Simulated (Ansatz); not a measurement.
## CaO: relaxation of cell and atoms

These are results of DFT, PBE, PAW with Ansatz's default frozen-core files, scalar-relativistic in Ansatz 0.2.0, not measurements.

Command: `ansatz run input.yaml --threads 1 --pin off --max-ram 2048MiB --backend cpu --events-out ev --progress --plain --runs-dir out` The run took about 19 s on 1 thread of a shared machine.

```yaml
crystal:
  lattice:
    - [0.0, 2.5303869658, 2.5303869658]
    - [2.5303869658, 0.0, 2.5303869658]
    - [2.5303869658, 2.5303869658, 0.0]
  atoms:
    - { symbol: Ca, position: [0.0, 0.0, 0.0] }
    - { symbol: O, position: [0.25, 0.25, 0.25] }
kpoints:
  mp_grid: { grid: [11, 11, 11] }
scf:
  occupations: { method: fermi_dirac, width: 0.05 }
hamiltonian:
  xc: pbe
  pseudopotentials: { kind: paw }
output:
  forces: true
  stress: true
  write_density: true
  write_potential: true
  elf: true
  volumetric_format: npy
relax:
  f_tol: 0.005
  max_steps: 80
  cell: {}
```

The cell is built from the zincblende type as a first guess.

The cutoff is 420 eV; energies and pressures of the walk include the program's estimate of the Pulay term.

Each frame lists the cell vectors (Å), then Cartesian positions (Å); symmetry keeps all forces zero. Free energies count from the first step, -2387.2579 eV.

The walk took 9 evaluations in all; steps that aren't listed are left out.

Step 1: E = 0.0 meV, P = 10.03 GPa

```
cell 0.0000 2.5304 2.5304 2.5304 0.0000 2.5304 2.5304 2.5304 0.0000
Ca    0.0000    0.0000    0.0000
O     1.2652    1.2652    1.2652
```

Step 2: E = -90.5 meV, P = 1.02 GPa

```
cell 0.0000 2.6052 2.6052 2.6052 0.0000 2.6052 2.6052 2.6052 0.0000
Ca    0.0000    0.0000    0.0000
O     1.3026    1.3026    1.3026
```

Step 3: E = -91.0 meV, P = 0.11 GPa

```
cell 0.0000 2.6142 2.6142 2.6142 0.0000 2.6142 2.6142 2.6142 0.0000
Ca    0.0000    0.0000    0.0000
O     1.3071    1.3071    1.3071
```

Step 4: E = -91.0 meV, P = 0.00 GPa

```
cell 0.0000 2.6154 2.6154 2.6154 0.0000 2.6154 2.6154 2.6154 0.0000
Ca    0.0000    0.0000    0.0000
O     1.3077    1.3077    1.3077
```

Step 5: E = -103.7 meV, P = 0.57 GPa (the cell of the step before, solved again on a basis chosen afresh, hence the jump)

(1) How does the relaxation end?

Results:

(1) It converges, with a = 5.244 Å, b = 5.244 Å, c = 5.244 Å, α = 90.00°, β = 90.00°, γ = 90.00° (conventional cell, space group F-43m). The last solve (on a basis chosen afresh for the final cell, so its energy is not quite comparable) gives E = -104.2 meV, P = 0.00 GPa:
```
cell 0.0000 2.6218 2.6218 2.6218 0.0000 2.6218 2.6218 2.6218 0.0000
Ca    0.0000    0.0000    0.0000
O     1.3109    1.3109    1.3109
```
